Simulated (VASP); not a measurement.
# Cl2 on the (1 1 0) face of ZnSe, part 3 of 6

Wanted: the adsorption energy and geometry of Cl2 on the (1 1 0) face of ZnSe. The molecule starts over a hollow site, upright. The start is a cell from a database of measured crystal structures.

VASP 6.6.1, plane waves and PAW; the level of theory is named at each step.

So far. Step 2 (Surface relaxation): The run ended after 33 ionic steps, 0.993 eV below its first step, once the forces on the free atoms met EDIFFG = -0.03. Step 3 (Potential and states of the slab): The vacuum levels are read from the flat parts of the potential; the two faces differ by 0.34 eV, the step that the slab's dipole of 0.085 e·Å makes.

## 4. The free molecule

This step: PBEsol; plane waves and PAW (Cl) (VASP 6.6.1).

System of this step: Cl2. The cell holds 2 atoms: 2 Cl. Cell: a = 11.000 Å, b = 11.500 Å, c = 14.000 Å, α = 90.0°, β = 90.0°, γ = 90.0°. Vacuum lies along a, b and c.

The adsorption energy needs the molecule on its own, relaxed in a large box with the same cutoff and functional.

Contents of INCAR:

```
SYSTEM = Cl
PREC = Normal
ENCUT = 300
EDIFF = 1E-05
NELM = 120
ISMEAR = 0
SIGMA = 0.01
LREAL = Auto
ALGO = Fast
GGA = PS
NBANDS = 13
LORBIT = 11
LWAVE = .FALSE.
LCHARG = .FALSE.
NCORE = 4
IBRION = 2
NSW = 40
ISIF = 2
EDIFFG = -0.03
POTIM = 0.4
MAXMIX = 40
ISYM = 0
```

Contents of POSCAR:

```
Cl
1.0
   11.0000000000      0.0000000000      0.0000000000
    0.0000000000     11.5000000000      0.0000000000
    0.0000000000      0.0000000000     14.0000000000
Cl
2
Direct
    0.5000000000      0.5000000000      0.4286392800
    0.5000000000      0.5000000000      0.5713607200
```

Contents of KPOINTS:

```
Automatic mesh
0
Gamma
1 1 1
0 0 0
```

The projector-augmented-wave data sets are Cl (PBE family, release 64).

Run with:

```bash
mpirun -np 4 vasp_gam
```

The log of the run:

```text
[banner, memory and clock lines left out]
running    4 mpi-ranks, on    1 nodes
 distrk:  each k-point on    4 cores,    1 groups
 distr:  one band on    4 cores,    1 groups

 POSCAR found type information on POSCAR Cl
 POSCAR found :  1 types and       2 ions
|                                                                             |
|               ----> ADVICE to this user running VASP <----                  |
|                                                                             |
|     You have a (more or less) 'small supercell' and for smaller cells       |
|     it is recommended to use the reciprocal-space projection scheme!        |
|     The real-space optimization is not efficient for small cells and it     |
|     is also less accurate ...                                               |
|     Therefore, set LREAL=.FALSE. in the INCAR file.                         |
|                                                                             |

 [... a notice as in an earlier step ...]

 LDA part: xc-table for (Slater+PW92), standard interpolation
 POSCAR, INCAR and KPOINTS ok, starting setup
 FFT: planning ... GRIDC
 FFT: planning ... GRID_SOFT
 FFT: planning ... GRID
 WAVECAR not read
 entering main loop
       N       E                     dE             d eps       ncg     rms          rms(c)
DAV:   1     0.132189866862E+03    0.13219E+03   -0.20810E+03    34   0.352E+02
DAV:   2     0.261939384603E+02   -0.10600E+03   -0.10450E+03    47   0.835E+01
DAV:   3    -0.335183924509E+01   -0.29546E+02   -0.29523E+02    44   0.703E+01
DAV:   4    -0.411874932713E+01   -0.76691E+00   -0.76687E+00    31   0.123E+01
DAV:   5    -0.412743092387E+01   -0.86816E-02   -0.86816E-02    34   0.138E+00    0.111E+01
RMM:   6    -0.389383826337E+01    0.23359E+00   -0.12981E-01    26   0.229E+00    0.676E+00
RMM:   7    -0.381038334498E+01    0.83455E-01   -0.33443E-01    26   0.376E+00    0.396E-01
RMM:   8    -0.381078262022E+01   -0.39928E-03   -0.34821E-02    26   0.146E+00    0.118E-01
RMM:   9    -0.381136750919E+01   -0.58489E-03   -0.63030E-03    27   0.532E-01    0.861E-02
RMM:  10    -0.381224348724E+01   -0.87598E-03   -0.82229E-04    28   0.181E-01    0.280E-02
RMM:  11    -0.381281666413E+01   -0.57318E-03   -0.15669E-04    26   0.835E-02    0.195E-02
RMM:  12    -0.381347607600E+01   -0.65941E-03   -0.86142E-05    25   0.530E-02    0.977E-03
RMM:  13    -0.381375921214E+01   -0.28314E-03   -0.41099E-05    24   0.314E-02    0.120E-02
RMM:  14    -0.381417799025E+01   -0.41878E-03   -0.49148E-05    24   0.319E-02    0.516E-03
RMM:  15    -0.381420293707E+01   -0.24947E-04   -0.14670E-05    21   0.164E-02    0.489E-03
RMM:  16    -0.381429101481E+01   -0.88078E-04   -0.51570E-06    19   0.120E-02    0.291E-03
RMM:  17    -0.381429221614E+01   -0.12013E-05   -0.72703E-07    17   0.505E-03
   1 F= -.38142922E+01 E0= -.38142922E+01  d E =-.381429E+01
 curvature:   0.00 expect dE= 0.000E+00 dE for cont linesearch  0.000E+00
 trial: gam= 0.00000 g(F)=  0.884E-02 g(S)=  0.000E+00 ort = 0.000E+00 (trialstep = 0.100E+01)
 search vector abs. value=  0.884E-02
 bond charge predicted
       N       E                     dE             d eps       ncg     rms          rms(c)
DAV:   1    -0.381458043397E+01   -0.28942E-03   -0.75718E-01    31   0.432E+00    0.138E+00
RMM:   2    -0.381532742742E+01   -0.74699E-03   -0.27845E-02    26   0.114E+00    0.503E-01
RMM:   3    -0.381575882789E+01   -0.43140E-03   -0.45652E-03    26   0.490E-01    0.200E-01
RMM:   4    -0.381617834962E+01   -0.41952E-03   -0.17674E-03    26   0.274E-01    0.959E-02
RMM:   5    -0.381663784634E+01   -0.45950E-03   -0.21304E-04    26   0.116E-01    0.844E-02
RMM:   6    -0.381662426140E+01    0.13585E-04   -0.76276E-05    26   0.580E-02    0.510E-02
RMM:   7    -0.381662210951E+01    0.21519E-05   -0.13824E-04    26   0.615E-02    0.167E-02
RMM:   8    -0.381664741349E+01   -0.25304E-04   -0.11340E-05    20   0.256E-02    0.175E-02
RMM:   9    -0.381666016009E+01   -0.12747E-04   -0.19478E-06    19   0.961E-03    0.739E-03
RMM:  10    -0.381666057570E+01   -0.41560E-06   -0.16463E-06    19   0.716E-03
   2 F= -.38166606E+01 E0= -.38166606E+01  d E =-.236836E-02
 trial-energy change:   -0.002368  1 .order   -0.002139   -0.008840    0.004561
 step:   0.6819(harm=  0.6597)  dis= 0.00891  next Energy=    -3.817379 (dE=-0.309E-02)
 bond charge predicted
       N       E                     dE             d eps       ncg     rms          rms(c)
DAV:   1    -0.381717142047E+01   -0.51126E-03   -0.76429E-02    26   0.138E+00    0.430E-01
RMM:   2    -0.381733522443E+01   -0.16380E-03   -0.17861E-03    26   0.304E-01    0.582E-02
RMM:   3    -0.381736824719E+01   -0.33023E-04   -0.26378E-04    26   0.112E-01    0.151E-02
RMM:   4    -0.381737674380E+01   -0.84966E-05   -0.56148E-05    21   0.462E-02
   3 F= -.38173767E+01 E0= -.38173767E+01  d E =-.308453E-02
 curvature:  -0.33 expect dE=-0.256E-05 dE for cont linesearch -0.256E-05
 trial: gam=-0.02880 g(F)=  0.779E-05 g(S)=  0.000E+00 ort = 0.262E-03 (trialstep = 0.936E+00)
 search vector abs. value=  0.699E-08
 reached required accuracy - stopping structural energy minimisation
```

Run time: 6.6 s. Hardware: 4 MPI ranks of Intel Xeon 6975P-C (Granite Rapids), shared host; peak memory 0.73 GiB; 18 s of CPU time.

OUTCAR, selected parts (step 4):

```text
 Found      1 irreducible k-points:

   k-points           NKPTS =      1   k-points in BZ     NKDIM =      1   number of bands    NBANDS=     13

   dimension x,y,z NGX =    48 NGY =   50 NGZ =   60
   dimension x,y,z NGXF=    96 NGYF=  100 NGZF=  120

   ENCUT  =  300.0 eV  22.05 Ry    4.70 a.u.  15.53 16.24 19.77*2*pi/ulx,y,z

   NELECT =      14.0000    total number of electrons

 E-fermi :  -6.9577

 k-point     1 :       0.0000    0.0000    0.0000
  band No.  band energies     occupation
    ...
      3     -11.7961      2.00000
      4      -9.7787      2.00000
      5      -9.7787      2.00000
      6      -7.0180      2.00000
      7      -7.0180      2.00000
      8      -3.9387      0.00000
      9      -0.2770      0.00000
     10       0.5564      0.00000
     11       0.6088      0.00000
     12       0.9346      0.00000
    ...

  Total       -0.2148724     -0.2116329     -0.1565216     -0.0000013     -0.0000117      0.0000321
  in kB       -0.1943894     -0.1914588     -0.1416010     -0.0000012     -0.0000106      0.0000290
  external PRESSURE =      -0.1758164 kB  Pullay stress =       0.0000000 kB

  energy-cutoff  :      300.00
  volume of cell :     1771.00
      direct lattice vectors                 reciprocal lattice vectors
    11.000000000  0.000000000  0.000000000     0.090909091  0.000000000  0.000000000
     0.000000000 11.500000000  0.000000000     0.000000000  0.086956522  0.000000000
     0.000000000  0.000000000 14.000000000     0.000000000  0.000000000  0.071428571

 POSITION                                       TOTAL-FORCE (eV/Angst)
 -----------------------------------------------------------------------------------
      5.50000      5.75000      6.00986         0.000018     -0.000006      0.010046
      5.50000      5.75000      7.99014        -0.000018      0.000006     -0.010046
 -----------------------------------------------------------------------------------
    total drift:                               -0.000014     -0.000002     -0.000029

  FREE ENERGIE OF THE ION-ELECTRON SYSTEM (eV)
  ---------------------------------------------------
  free  energy   TOTEN  =        -3.8173767438 eV

  energy  without entropy=       -3.8173767438  energy(sigma->0) =       -3.81737674

 total charge
# of ion       s       p       d       tot
------------------------------------------
    1        1.605   3.389   0.000   4.994
    2        1.605   3.389   0.000   4.994
--------------------------------------------------
tot          3.209   6.778   0.000   9.987

[... 1 part as in an earlier step ...]

[... 3 further parts left out ...]
```

CONTCAR:

```
Cl
   1.00000000000000
    11.0000000000000000    0.0000000000000000    0.0000000000000000
     0.0000000000000000   11.5000000000000000    0.0000000000000000
     0.0000000000000000    0.0000000000000000   14.0000000000000000
  Cl
     2
Direct
     0.5000000302825073    0.4999999858689297    0.4292754133941073
     0.4999999697174928    0.5000000141310703    0.5707245866058926
```

The steps of the relaxation:

```csv
step,energy less that of the first step (eV),largest force (eV/Å)
1,0.0000,0.3384
2,-0.0024,0.1746
3,-0.0031,0.0100
```

The relaxed structure:

```
Cl
1.0
    11.00000    0.00000    0.00000
     0.00000   11.50000    0.00000
     0.00000    0.00000   14.00000
Cl
2
Direct
  0.50000 0.50000 0.42928
  0.50000 0.50000 0.57072
```

Numbers from this step:

- electronic cycles: 31
- electrons: 14
- free energy (TOTEN): -3.817 eV
- gap between the highest filled and lowest empty level: 3.079 eV

The run ended after 3 ionic steps, 0.003 eV below its first step, once the forces on the free atoms met EDIFFG = -0.03.

Energy at zero smearing: -3.81738 eV.

## 5. The molecule on the surface

This step: PBEsol; plane waves and PAW (Zn, Se, Cl) (VASP 6.6.1).

System of this step: Zn4Se4Cl. The cell holds 18 atoms: 8 Zn, 8 Se and 2 Cl. Cell: a = 8.015 Å, b = 5.668 Å, c = 26.009 Å, α = 90.0°, β = 90.0°, γ = 90.0°. It derives from ZnSe. Cl2 (upright) over a hollow site of the (1 1 0) slab of ZnSe, cut from the database cell. Vacuum lies along c.

The molecule is set on the slab as cut, not on the relaxed one, and relaxes with the free layers. ISYM = 0 lifts the symmetry, but a start on a mirror plane can still stay on it.

Contents of INCAR:

```
SYSTEM = Zn4Se4Cl
PREC = Normal
ENCUT = 300
EDIFF = 1E-05
NELM = 120
ISMEAR = 0
SIGMA = 0.05
LREAL = Auto
ALGO = Fast
GGA = PS
NBANDS = 97
LORBIT = 11
LWAVE = .FALSE.
LCHARG = .FALSE.
NCORE = 4
IBRION = 2
NSW = 60
ISIF = 2
EDIFFG = -0.03
POTIM = 0.4
MAXMIX = 40
IDIPOL = 3
LDIPOL = .TRUE.
DIPOL = 0.5 0.5 0.467
ISYM = 0
```

Contents of POSCAR:

```
Zn4Se4Cl
1.0
    8.0151967861      0.0000000000      0.0000000000
    0.0000000000      5.6676000000      0.0000000000
    0.0000000000      0.0000000000     26.0094975896
Zn Se Cl
8 8 2
Selective dynamics
Direct
    0.2500000000      0.5000000000      0.3310329200  F F F
    0.7500000000      0.5000000000      0.3310329200  F F F
    0.5000000000      0.0000000000      0.4080739800  F F F
    0.0000000000      0.0000000000      0.4080739800  F F F
    0.7500000000      0.5000000000      0.4851150400  T T T
    0.2500000000      0.5000000000      0.4851150400  T T T
    0.0000000000      0.0000000000      0.5621560900  T T T
    0.5000000000      0.0000000000      0.5621560900  T T T
    0.5000000000      0.2500000000      0.3310329200  F F F
    0.0000000000      0.2500000000      0.3310329200  F F F
    0.7500000000      0.7500000000      0.4080739800  F F F
    0.2500000000      0.7500000000      0.4080739800  F F F
    0.0000000000      0.2500000000      0.4851150400  T T T
    0.5000000000      0.2500000000      0.4851150400  T T T
    0.2500000000      0.7500000000      0.5621560900  T T T
    0.7500000000      0.7500000000      0.5621560900  T T T
    0.0000000000      0.5000000000      0.5921451400  T T T
    0.0000000000      0.5000000000      0.6689670800  T T T
```

Contents of KPOINTS:

```
Automatic mesh
0
Gamma
2 3 1
0 0 0
```

Potentials, in the order of the species: Zn, Se and Cl (PBE family, release 64).

Run with:

```bash
mpirun -np 4 vasp_std
```

The log of the run:

```text
[banner, memory and clock lines left out]
running    4 mpi-ranks, on    1 nodes
[...]
[... a notice as in an earlier step ...]

 LDA part: xc-table for (Slater+PW92), standard interpolation
 POSCAR, INCAR and KPOINTS ok, starting setup
[...]
entering main loop
       N       E                     dE             d eps       ncg     rms          rms(c)
DAV:   1     0.879999184323E+03    0.88000E+03   -0.49106E+04   920   0.914E+02
DAV:   2     0.600181456830E+02   -0.81998E+03   -0.80015E+03   932   0.250E+02
DAV:   3    -0.516332925771E+02   -0.11165E+03   -0.11025E+03   936   0.925E+01
DAV:   4    -0.556931214082E+02   -0.40598E+01   -0.40412E+01   912   0.173E+01
[...]
RMM:  19    -0.518215897868E+02   -0.42368E-04   -0.29021E-06   422   0.388E-03    0.141E-03
RMM:  20    -0.518216044646E+02   -0.14678E-04   -0.13001E-06   234   0.268E-03    0.457E-04
RMM:  21    -0.518216088998E+02   -0.44352E-05   -0.54110E-07   261   0.247E-03
   1 F= -.51821609E+02 E0= -.51821609E+02  d E =-.518216E+02
[... from here on, the cycles between the ionic steps are left out ...]
   2 F= -.52856748E+02 E0= -.52856748E+02  d E =-.103514E+01
   6 F= -.54262937E+02 E0= -.54262937E+02  d E =-.221772E+00
  11 F= -.54485236E+02 E0= -.54485236E+02  d E =-.594115E-01
  16 F= -.54539635E+02 E0= -.54539635E+02  d E =-.994354E-02
  21 F= -.54569500E+02 E0= -.54569500E+02  d E =-.204285E-01
  26 F= -.54624522E+02 E0= -.54624522E+02  d E =-.203004E-01
  31 F= -.54645902E+02 E0= -.54645902E+02  d E =-.452532E-02
  36 F= -.54653398E+02 E0= -.54653398E+02  d E =-.236277E-02
  41 F= -.54656186E+02 E0= -.54656186E+02  d E =-.893082E-03
  46 F= -.54658648E+02 E0= -.54658648E+02  d E =-.237250E-02
  51 F= -.54659991E+02 E0= -.54659991E+02  d E =-.134259E-02
  56 F= -.54662450E+02 E0= -.54662450E+02  d E =-.191296E-02
  59 F= -.54663226E+02 E0= -.54663226E+02  d E =-.831442E-03
  60 F= -.54663633E+02 E0= -.54663633E+02  d E =-.123853E-02
[...]
opt :   3.7882  next Energy=   -54.664207 (dE=-0.181E-02)
```

It took 7.2 min on 4 MPI ranks; peak memory 0.81 GiB.

OUTCAR, selected parts (step 5):

```text
 dipolmoment           0.000000      0.000000      0.154021 electrons x Angstroem

 k-point     1 :       0.0000    0.0000    0.0000
  band No.  band energies     occupation
    ...
     75      -3.6687      2.00000
     76      -3.5487      2.00000
     77      -3.3918      2.00000
     78      -3.3372      2.00000
     79      -3.0986      2.00000
     80      -1.9998      0.00000
     81      -1.5874      0.00000
     82      -0.7525      0.00000
     83      -0.3684      0.00000
     84      -0.2809      0.00000
    ...

  Total       -3.3916759     -2.2356821     -2.0761874     -0.0001120      1.7289187     -0.0000055
  in kB       -4.5991713     -3.0316237     -2.8153461     -0.0001518      2.3444437     -0.0000074
  external PRESSURE =      -3.4820470 kB  Pullay stress =       0.0000000 kB

 POSITION                                       TOTAL-FORCE (eV/Angst)
 -----------------------------------------------------------------------------------
      2.00380      2.83380      8.61000         0.042224     -1.035086      1.114154
      6.01140      2.83380      8.61000        -0.042228     -1.035073      1.114142
      4.00760      0.00000     10.61380        -0.000029      0.229386     -0.117000
      0.00000      0.00000     10.61380         0.000025      0.190472     -0.037830
      6.00610      2.86615     12.70180         0.016460     -0.001120     -0.028146
      2.00909      2.86621     12.70188        -0.016396     -0.001207     -0.028171
      0.00001      5.25270     14.27379        -0.000081      0.005430     -0.012103
      4.00762      5.32512     14.08500        -0.000015      0.012222     -0.012658
      4.00760      1.41690      8.61000         0.000005      0.567928     -0.857428
      0.00000      1.41690      8.61000        -0.000008      0.524119     -0.680721
      6.01140      4.25070     10.61380         0.036498      0.306438     -0.222980
      2.00380      4.25070     10.61380        -0.036500      0.306400     -0.222869
      0.00001      1.45187     12.65529        -0.000006     -0.024080      0.013416
      4.00759      1.47211     12.56028        -0.000058     -0.006515      0.021210
[...]
-----------------------------------------------------------------------------------
    total drift:                                0.000032      0.017242     -0.059857

  FREE ENERGIE OF THE ION-ELECTRON SYSTEM (eV)
  ---------------------------------------------------
  free  energy   TOTEN  =       -54.6636333227 eV

  energy  without entropy=      -54.6636333227  energy(sigma->0) =      -54.66363332

 vacuum level on the upper side and lower side of the slab         2.623         2.000

[... 4 parts as in an earlier step ...]

[... 10 further parts left out ...]
[key lines of the parts left out:]
E-fermi :  -2.8113
```

CONTCAR:

```
Zn4Se4Cl
   1.00000000000000
     8.0151967861000006    0.0000000000000000    0.0000000000000000
     0.0000000000000000    5.6676000000000002    0.0000000000000000
     0.0000000000000000    0.0000000000000000   26.0094975895999987
  Zn              Se              Cl
     8     8     2
Selective dynamics
Direct
     0.2500000000000000    0.5000000000000000    0.3310329199999984   F   F   F
     0.7500000000000000    0.5000000000000000    0.3310329199999984   F   F   F
     0.5000000000000000    0.0000000000000000    0.4080739799999975   F   F   F
     0.0000000000000000    0.0000000000000000    0.4080739799999975   F   F   F
     0.7493389092733351    0.5057081070452502    0.4883524940595282   T   T   T
     0.2506598276132576    0.5057190843861564    0.4883554260991075   T   T   T
     0.0000008598192135    0.9267948038438343    0.5487914983686715   T   T   T
     0.5000022243375268    0.9395718131668357    0.5415328917329316   T   T   T
     0.5000000000000000    0.2500000000000000    0.3310329199999984   F   F   F
     0.0000000000000000    0.2500000000000000    0.3310329199999984   F   F   F
     0.7500000000000000    0.7500000000000000    0.4080739799999975   F   F   F
     0.2500000000000000    0.7500000000000000    0.4080739799999975   F   F   F
     0.0000014867045484    0.2561704991281402    0.4865642598613058   T   T   T
     0.4999986393481530    0.2597421565807491    0.4829113302032071   T   T   T
     0.2564240389610372    0.7325174073290328    0.5663777067004168   T   T   T
     0.7435779420194950    0.7325071650765452    0.5663748835712593   T   T   T
     0.0000014214477197    0.2838435692559212    0.6020829976889344   T   T   T
     0.0000073105329728    0.2939478947472174    0.6812709769082953   T   T   T
```

Step by step (22 of 60):

```csv
step,energy less that of the first step (eV),largest force (eV/Å)
1,0.0000,4.1128
4,-1.9843,1.2537
7,-2.5114,0.6043
9,-2.6042,0.4129
12,-2.6890,0.1968
15,-2.7081,0.2798
18,-2.7211,0.4876
21,-2.7479,0.2573
23,-2.7660,0.2486
26,-2.8029,0.2713
29,-2.8197,0.1283
32,-2.8269,0.0924
35,-2.8294,0.0840
38,-2.8337,0.0629
40,-2.8345,0.0601
43,-2.8354,0.0727
46,-2.8370,0.1442
49,-2.8385,0.1216
52,-2.8390,0.0972
54,-2.8401,0.0618
57,-2.8408,0.0795
60,-2.8420,0.0365
```

The atoms that moved most (Å):

```csv
atom,dx,dy,dz,length
Cl17,0.000,-1.225,0.258,1.252
Cl18,0.000,-1.168,0.320,1.211
Zn8,0.000,-0.342,-0.536,0.636
Zn7,0.000,-0.415,-0.348,0.541
Se15,0.051,-0.099,0.110,0.157
Se16,-0.051,-0.099,0.110,0.157
Zn6,0.005,0.032,0.084,0.090
Zn5,-0.005,0.032,0.084,0.090
```

Final coordinates:

```xyz
18
Lattice="8.0152 0.0000 0.0000 0.0000 5.6676 0.0000 0.0000 0.0000 26.0095" Properties=species:S:1:pos:R:3
Zn    2.0038    2.8338    8.6100
Zn    6.0114    2.8338    8.6100
Zn    4.0076    0.0000   10.6138
Zn    0.0000    0.0000   10.6138
Zn    6.0061    2.8662   12.7018
Zn    2.0091    2.8662   12.7019
Zn    0.0000   -0.4149   14.2738
Zn    4.0076   -0.3425   14.0850
Se    4.0076    1.4169    8.6100
Se    0.0000    1.4169    8.6100
Se    6.0114    4.2507   10.6138
Se    2.0038    4.2507   10.6138
Se    0.0000    1.4519   12.6553
Se    4.0076    1.4721   12.5603
Se    2.0553    4.1516   14.7312
Se    5.9599    4.1516   14.7311
Cl    0.0000    1.6087   15.6599
Cl    0.0001    1.6660   17.7195
```

The run used up its steps with a largest force of 0.04 eV/Å at its last finished step, so it is continued.

[end of part 3 of 6]

[Lines on the potential files, build, host, timing and source positions are cut from VASP's logs without a mark.]

[Logs are printed without paths, hosts, clocks, repeated set-up lines and the standing remarks that a program may print on its own settings, such as how far it seeks lower states.]

[Hosts, paths, dates, database ids (printed as entryN), source tags and the programs' standing remarks are cut or masked in the printed files.]

[Runs that stopped without an error message from VASP are left out.]
